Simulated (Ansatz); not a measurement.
BN (P6_3/mmc), stationary points along a deformation path

The calculation used DFT PBEsol, scalar-relativistic, plane waves, PAW in Ansatz 0.2.0. Cutoff 420 eV, Γ-centred 12×12×4 k-points, Gaussian smearing of 0.05 eV. No spin polarisation. Energies are free energies at this smearing, counted from the undisturbed cell; pressure is positive in compression.

Zero of the scan (relaxed at this level):

```xyz
4
Lattice="2.5043 0.0000 0.0000 -1.2522 2.1688 0.0000 0.0000 0.0000 7.0191" Properties=species:S:1:pos:R:3 pbc="T T T"
B     0.0000    1.4459    1.7548
B     1.2522    0.7229    5.2643
N     0.0000    1.4459    5.2643
N     1.2522    0.7229    1.7548
```

The cell holds layers and no dispersion correction was added, so their binding is poorly described.

At fixed volume and fractional coordinates, lengths along (0.000, 0.000, 1.000) are scaled against those across it; ρ is that ratio over its starting value. V = 9.531 Å³/atom. Δσ is the stress along the axis less the mean stress across it (compression positive).

```csv
ρ,ΔE (meV/atom),Δσ (GPa),space group
0.800,307.0,65.26,P6_3/mmc
0.850,168.0,50.00,P6_3/mmc
0.920,46.0,27.24,P6_3/mmc
0.960,11.3,13.77,P6_3/mmc
1.000,0.0,0.04,P6_3/mmc
1.050,16.6,-17.43,P6_3/mmc
1.100,65.0,-35.24,P6_3/mmc
1.200,248.3,-71.70,P6_3/mmc
1.300,534.4,-109.19,P6_3/mmc
```

Problem. How does the stress give the slope of the energy, and where is the energy stationary?

Solution. Along the path d ln(length) is 2/3 d ln ρ on the axis and −1/3 d ln ρ across it, so dE/d ln ρ = −(2/3) V Δσ: the energy falls with ρ where Δσ is positive. Δσ vanishes or changes sign between ρ = 1.000 and 1.050, a minimum (near 1.00 by linear interpolation). Pairs of stationary points between two samples would go unseen, and could change a minimum read from distant neighbours into a maximum.

Problem. Integrate that slope from ρ = 1 to 1.200 by the trapezoid rule.

Solution. With V/N in Å³ and 1 eV/Å³ = 160.2 GPa the slopes at ρ = 1.000, 1.050, 1.100, 1.200 are -1, 691, 1397, 2844 meV/atom per unit of ln ρ. The steps add 16.8 + 48.6 + 184.5 = 249.9 meV/atom, against 248.3 from the energies; the trapezoid rule misses the curvature of the slope within each step.

Cost: 9 runs of about 0.26 core-minutes in all, on AMD EPYC 7R43 (Zen 3) (shared hosts).